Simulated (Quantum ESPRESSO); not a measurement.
**W: phonon spectrum and thermodynamics under several settings**

```
W
1.0
    -1.58234    1.58234    1.58234
     1.58234   -1.58234    1.58234
     1.58234    1.58234   -1.58234
W
1
Direct
  0.00000 0.00000 0.00000
```

All runs used Quantum ESPRESSO 7.5; k mesh 12 × 12 × 12; relaxed cell; no spin polarisation; cutoff 762 eV; occupations cold, width 0.2 eV; q mesh 2 × 2 × 2.

| level | potentials | volume (Å³/atom) | highest frequency (cm⁻¹) | zero-point energy (meV/atom) | entropy at room temperature (k_B/atom) |
| --- | --- | --- | --- | --- | --- |
| LDA | GBRV 1.5 LDA | ? | ? | ? | ? |
| PBE | GBRV 1.5 PBE | 16.15 | 220 | 28.6 | 4.08 |
| PBEsol | GBRV 1.5 PBEsol | 15.71 | 227 | 29.5 | 3.99 |

Q: What stands in the row left open?

A: Volume 15.43 Å³/atom; highest frequency 227 cm⁻¹; zero-point energy 29.7 meV/atom; entropy at room temperature 3.97 k_B/atom.

For the row left open. Caveat: the q mesh is small, so phonon branches between its points and thermal values are rough.
